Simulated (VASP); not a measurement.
The system is TePt.

```
CELL_PARAMETERS angstrom
0.00000 3.24504 3.24504
3.24504 0.00000 3.24504
3.24504 3.24504 0.00000
ATOMIC_POSITIONS crystal
Pt 0.00000 0.00000 0.00000
Te 0.25000 0.25000 0.25000
```

Measurements of this composition are mostly on another form, of space group No. 166.

Base run:

| Quantity | Value |
| --- | --- |
| Program | VASP 6.6.1 |
| Functional | r2SCAN |
| Potentials or basis | VASP PAW PBE potentials, release 64 (Pt, Te) |
| Cutoff | 520 eV |
| k mesh | 5 × 5 × 5 |
| Occupations | gaussian, width 0.05 eV |
| Spin | collinear spin, ferromagnetic start |
| Starting moments | [0.5, 0.0] μB |
| Fixed moment | 2 μB |
| Hubbard terms | Pt d U = 5 eV |

Its results: pressure -8.7 GPa; net moment 2.00 μB per cell; site moments Pt +1.03; Te +0.56 μB.

Q: The run is repeated on the same cell with these changes: fixed moment from 2 μB to none; further incar settings from ALGO = Normal; EDIFF = 1e-06 to ALGO = Normal; EDIFF = 1e-06; NBANDS = 19. What comes out?

A: Pressure -13.1 GPa; net moment 0.20 μB per cell; site moments Pt +0.13; Te +0.04 μB.

Caveats: the PAW data sets were made with another functional, which shifts forces and pressure a little; the U is typed as a test and isn't derived for this compound; the moment is held away from its start (some runs); the total moment is fixed, so each spin has its own Fermi level (some runs).
